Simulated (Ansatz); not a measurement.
## SiO2: energy above lowest point and pressure against volume scale

All results are calculated (Ansatz 0.2.0). Free energy against uniform scaling of the volume at fixed shape and fractions; periodic cell, basis, potentials, k mesh and filling as listed.

The cell before it is scaled or strained (space group I-42d, No. 122):
```
SiO2
1.0
     -2.3740     2.3740     3.7440
      2.3740    -2.3740     3.7440
      2.3740     2.3740    -3.7440
Si O
2 4
Direct
  0.00000 0.00000 0.00000
  0.75000 0.25000 0.50000
  0.99838 0.62500 0.87338
  0.37500 0.24838 0.37338
  0.75162 0.12500 0.12662
  0.87500 0.00162 0.62662
```

Settings of every row: functional PBEsol; dispersion none; potentials PAW; wave cutoff 420 eV; density cutoff 1680 eV; k mesh 6x6x6; k shift 0x0x0; occupations fixed; smearing width 0 eV; spin none.

| row | volume scale | V (Å³/atom) | energy above lowest point (meV/atom) | pressure (GPa) |
| --- | --- | --- | --- | --- |
| 1 | 0.9 | 12.66 | 98.7 | 23.28 |
| 2 | 0.925 | 13.012 | 55.1 | 16.63 |
| 3 | 0.95 | 13.364 | ? | ? |
| 4 | 0.975 | 13.715 | 7.3 | 5.62 |
| 5 | 1 | 14.067 | 0 | 1.08 |
| 6 | 1.025 | 14.419 | 2.1 | -2.92 |
| 7 | 1.05 | 14.771 | 12.4 | -6.44 |
| 8 | 1.075 | 15.122 | 30.1 | -9.54 |
| 9 | 1.1 | 15.474 | 54.1 | -12.27 |

Question: what energy above lowest point and pressure should row 3 give?

Worked fit of energy above lowest point. Take u = (V_r/V)^(2/3) − 1 with V_r = 14.243 Å³ an atom, which is twice the finite (Eulerian) strain; such expansions in the strain, on which the Birch-Murnaghan equation of state is built, carry the rest volume and the bulk modulus. The shown rows have u = 0.08171, 0.06212, 0.0255, 0.00832, -0.00815, -0.02397, -0.03914, -0.05376. Least squares give energy above lowest point = −0.05 − 128.4 × u + 16362 × u² meV/atom; a straight line predicts inner rows, each left out in turn, worse (root mean square 26 against 0.04 meV/atom). The rows lie off it by 0.0, 0.0, 0.0, 0.0, 0.0, 0.0, 0.1, 0.0. Its lowest point lies at u = 0.0039, or V = 14.16 Å³ an atom, and the curvature there gives the bulk modulus at fixed shape and fractions, B = (4/9)(1 + u)² E″(u)/V = 166 GPa. Letting shape and atoms relax would as a rule lower it, by much in layered, chain or molecular crystals. The withheld row has u = 0.04338, so the fit gives −0.05 − 128.4 × (0.04338) + 16362 × (0.04338)² = 25.2 meV/atom.

The calculation gave 25.1 meV/atom. The fit lies 0.1 meV/atom (0.1 % of the column's range) above it, one unit of the last digit.

Worked fit of pressure. Take u = (V_r/V)^(2/3) − 1 with V_r = 14.243 Å³ an atom, which is twice the finite (Eulerian) strain; such expansions in the strain, on which the Birch-Murnaghan equation of state is built, carry the rest volume and the bulk modulus. The shown rows have u = 0.08171, 0.06212, 0.0255, 0.00832, -0.00815, -0.02397, -0.03914, -0.05376. Least squares give pressure = −0.983 + 242.7 × u + 631.1 × u² + 403 × u³ GPa; a parabola predicts inner rows, each left out in turn, worse (root mean square 0.029 against 0.0048 GPa). All shown rows lie on it to the printed digit. The pressure vanishes at u = 0.0040, or V = 14.16 Å³ an atom, and there the bulk modulus at fixed shape and fractions is B = −V dP/dV = (2/3)(1 + u) dP/du = 166 GPa. Letting shape and atoms relax would as a rule lower it, by much in layered, chain or molecular crystals. The withheld row has u = 0.04338, so the fit gives −0.983 + 242.7 × (0.04338) + 631.1 × (0.04338)² + 403 × (0.04338)³ = 10.77 GPa.

The calculation gave 10.78 GPa. The fit lies 0.01 GPa (0.028 % of the column's range) below it, one unit of the last digit.
